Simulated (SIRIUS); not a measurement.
Runs of SIRIUS 7.10.0 on C. Symmetry: P4/mmm, No. 123, tetragonal system. Conventional cell: a = 4.255 Å, b = 4.255 Å, c = 1.282 Å, α = 90.00°, β = 90.00°, γ = 90.00°. C (site symmetry 4/mmm) is surrounded by 2 C at 1.28 Å. The cell was built by a generator and needn't be a form met in nature.

```csv
level,gap on the mesh (eV),pressure (GPa)
PBE,none,0.0
RPBE,none,0.2
PBEsol,none,-0.2
PBEint,none,(a)
PW91,none,0.0
revPBE,none,0.2
BLYP,none,(b)
AM05,none,0.0
LDA,none,-0.3
HCTH407,none,-2.7
```

Alike in all rows: task single point; potentials or basis PseudoDojo 0.4.1 PBE standard (scalar relativistic); no spin polarisation; cell as given; k mesh 6 × 6 × 20; cutoff (eV) 1127; smearing fermi-dirac 0.05 eV.

Q: Fill in the values left out.

A: (a) -0.1; (b) 1.2.

Caveats: the potentials were made for another functional, which shifts forces and pressure (some runs).

A k mesh can miss the band edges.

A gap of «none» marks a metal or a gap under the smearing width.

Not every run made on this cell is shown here.
